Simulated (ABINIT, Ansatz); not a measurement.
# WC and the functional, program beside program

```cif
data_structure
_symmetry_space_group_name_H-M 'P 1'
_symmetry_Int_Tables_number 1
_cell_length_a 2.9065
_cell_length_b 2.9065
_cell_length_c 2.8366
_cell_angle_alpha 90.000
_cell_angle_beta 90.000
_cell_angle_gamma 120.000
_cell_volume 20.75
loop_
_atom_site_label
_atom_site_type_symbol
_atom_site_fract_x
_atom_site_fract_y
_atom_site_fract_z
_atom_site_occupancy
W1 W 0.00000 0.00000 0.00000 1
C1 C 0.66667 0.33333 0.50000 1
```

Kept alike: task band structure; k mesh 10 × 10 × 9; occupations fermi-dirac, width 0.05 eV; no spin polarisation. The mesh is that of the run's cell of 2 atoms. No spin-orbit coupling.

- A: ABINIT, JTH PAW PBE v2.0, made for PBE, cutoff 626 eV
- B: Ansatz, all-electron LAPW, scalar-relativistic

| functional | A: pressure (GPa) | B: pressure (GPa) |
| --- | --- | --- |
| LDA | -8.92 | -9.75 |
| PBE | 6.04 | 5.70 |
| PBEsol | -2.72 | -3.43 |

Pressure is positive in compression; plane-wave values hold the error of the finite cutoff. Values on potentials made for another functional: A at LDA, PBEsol. For a metal such a mesh leaves the last digits unconverged.

Problem. How large is the effect of the functional, and do the programs agree on it?

Solution. From LDA to PBE the pressure moves by +14.96 in A, +15.45 in B (GPa). Row by row the programs differ by 0.34 to 0.83, and over this span the shifts, as printed, agree within about 3 %. Shifts from LDA: PBE +14.96, +15.45; PBEsol +6.20, +6.32; the programs' shifts differ by up to 0.49.

At this fixed cell, LDA and PBEsol pull the lattice inward while PBE pushes it outward, so the equilibrium volume grows from LDA through PBEsol to PBE. The all-electron values alone establish this order, the usual one for solids. LDA overbinds. The gradient correction in PBE favours inhomogeneous density and so weakens the W 5d–C 2p bonds, while PBEsol, with its weaker gradient dependence in exchange, keeps more of the cohesion.

Because WC is exceptionally stiff, even the full spread between functionals corresponds to only a small change in lattice parameter. The cell is close to the measured one, and there PBEsol has the smallest residual pressure, -3.43 GPa in the all-electron run. Its sign is not in itself a fault: zero-point and thermal motion push outward, so an exact static calculation at the measured volume should also give a slightly negative pressure. The programs differ least for PBE, which probably reflects the consistent treatment of the core there. A single pressure does not show whether the functionals also change the axial ratio.
